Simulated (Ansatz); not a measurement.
**Sb (bcc): energy against volume**

Method: Ansatz 0.2.0, DFT, PBE, plane waves (420 eV) with PAW, scalar-relativistic.

The cell is scaled uniformly from the relaxed one, with fractional coordinates and shape fixed. Energies are extrapolated to zero smearing, pressures are those at the given smearing. Magnetic state: spin not included.

A Birch-Murnaghan fit gives V₀ = 27.18 Å³/atom, B₀ = 58 GPa, B₀′ = 4.4.

Task: What are the energy above the minimum and the pressure at 24.002 Å³/atom?

Result: 84.0 meV/atom and 9.77 GPa as computed.

Task: What are the energy above the minimum and the pressure at 26.183 Å³/atom?

Result: 7.1 meV/atom and 2.46 GPa as computed.

Task: What are the energy above the minimum and the pressure at 29.456 Å³/atom?

Result: 30.0 meV/atom and -3.89 GPa as computed.
